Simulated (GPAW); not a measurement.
## AgBr: equation of state with PBEsol

Crystal: AgBr.

```
Ag Br
1.0
     0.00000    2.87015    2.87015
     2.87015    0.00000    2.87015
     2.87015    2.87015    0.00000
Ag Br
1 1
Direct
  0.00000 0.00000 0.00000
  0.50000 0.50000 0.50000
```

- Program: GPAW 26.7.0
- Task: equation of state
- Functional: PBEsol
- Potentials or basis: PAW data sets generated in the run's folder for this functional
- Cutoff: 600 eV
- Basis: pw
- k mesh: 8 × 8 × 8
- Occupations: fermi-dirac, width 0.05 eV
- Spin: no spin polarisation

```yaml
Equilibrium_volume: 22.95 Å³/atom
Bulk_modulus: 52 GPa
Pressure_derivative_of_the_bulk_modulus: 5.4
```

Energy against volume, from the lowest point:
```tsv
volume (Å³/atom)	energy (meV/atom)
22.225	3.64
22.698	0.12
23.171	0.00
23.644	2.87
24.116	8.36
24.589	16.14
25.062	25.92
```

Wall time 110 s on 1 thread of Arm Neoverse V2 (shared host), peak memory 0.22 GiB.
